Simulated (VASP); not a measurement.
# Tc: intraband terms of a metal's spectrum

Tc, P6_3/mmc (no. 194), 2 atoms in the cell. PBE, independent-particle dielectric function; PAW potentials Tc_pv (PBE set).

## Input

INCAR.step1:
```
SYSTEM = Tc
EDIFF = 1E-7
ENCUT = 310
ISMEAR = 1
KPAR = 4
LASPH = .True.
LCHARG = .True.
LMAXMIX = 4
LWAVE = .False.
PREC = Accurate
SIGMA = 0.1
```

INCAR.step2:
```
SYSTEM = Tc
CSHIFT = 0.1
EDIFF = 1E-6
ENCUT = 310
ICHARG = 11
ISMEAR = 0
KPAR = 4
LASPH = .True.
LCHARG = .False.
LMAXMIX = 4
LWAVE = .True.
NBANDS = 31
NEDOS = 3000
OMEGAMAX = 30
PREC = Accurate
SIGMA = 0.3
```

INCAR.step3, as INCAR.step2 but for:
```
- LWAVE = .True.
+ ALGO = None
+ ISTART = 1
+ LOPTICS = .True.
+ LWAVE = .False.
+ NELM = 1
```

INCAR.step4, as INCAR.step3 but for:
```
+ WPLASMAI = 0.03
```

INCAR.step5 to INCAR.step6 change the same tag again: WPLASMAI = 0.1, 0.3.

INCAR.step7, as INCAR.step6 but for:
```
- WPLASMAI = 0.3
+ RTIME = 5
```

INCAR.step8, as INCAR.step7 but for:
```
- RTIME = 5
+ RTIME = 20
```

INCAR.step9, as INCAR.step8 but for:
```
- RTIME = 20
+ LNABLA = .True.
```

INCAR.step10, as INCAR.step9 but for:
```
- ISMEAR = 0
- LNABLA = .True.
+ ISMEAR = -5
```

KPOINTS.step1:
```
k-points
0
Gamma
  11 11 6
```

KPOINTS.step2:
```
k-points
0
Gamma
  17 17 9
```

POSCAR:
```
Tc
1.0
    2.7400000000      0.0000000000      0.0000000000
   -1.3700000000      2.3729096064      0.0000000000
    0.0000000000      0.0000000000      4.3980000000
Tc
2
Direct
    0.6666666667      0.3333333333      0.7500000000
    0.3333333333      0.6666666667      0.2500000000
```

Commands (each step's output is kept before the next begins):
```
cat potpaw_PBE.64/Tc_pv/POTCAR > POTCAR
cp INCAR.step1 INCAR
cp KPOINTS.step1 KPOINTS
mpirun -np 4 vasp_std > vasp.out
cp INCAR.step2 INCAR
cp KPOINTS.step2 KPOINTS
mpirun -np 4 vasp_std > vasp.out
cp INCAR.step3 INCAR
mpirun -np 4 vasp_std > vasp.out
cp INCAR.step4 INCAR
mpirun -np 4 vasp_std > vasp.out
cp INCAR.step5 INCAR
mpirun -np 4 vasp_std > vasp.out
cp INCAR.step6 INCAR
mpirun -np 4 vasp_std > vasp.out
cp INCAR.step7 INCAR
mpirun -np 4 vasp_std > vasp.out
cp INCAR.step8 INCAR
mpirun -np 4 vasp_std > vasp.out
cp INCAR.step9 INCAR
mpirun -np 4 vasp_std > vasp.out
cp INCAR.step10 INCAR
mpirun -np 4 vasp_std > vasp.out
```

## Result

- Bands: 31

One ground state, settings moved in the last step alone:

| Settings | Plasma frequency (eV) | Im ε at 0.5 eV | Im ε at 1 eV | Im ε at 2 eV | Im ε at 4 eV | Time (s) |
|---|---|---|---|---|---|---|
| interband part alone | 8.14 | 66.2 | 49.3 | 37.4 | 21.9 | 20 |
| Drude term, WPLASMAI 0.03 | 8.14 | 82.1 | 51.3 | 37.6 | 21.9 | 20 |
| Drude term, WPLASMAI 0.1 | 8.14 | 117.2 | 55.8 | 38.2 | 22.0 | 21 |
| Drude term, WPLASMAI 0.3 | 8.14 | 183.1 | 67.5 | 39.8 | 22.2 | 21 |
| relaxation time RTIME 5 fs | 8.14 | 131.5 | 57.9 | 38.5 | 22.0 | 15 |
| relaxation time RTIME 20 fs | 8.14 | 83.6 | 51.5 | 37.7 | 21.9 | 17 |
| transversal form (LNABLA) | 7.70 | 57.0 | 42.1 | 31.9 | 19.5 | 17 |
| tetrahedron method | – | – | – | – | – | no result |

VASP 6.6.1 took 162 s on 4 cores (Intel Xeon Platinum 8259CL @ 2.50GHz (Skylake/Cascade Lake)), a shared host.
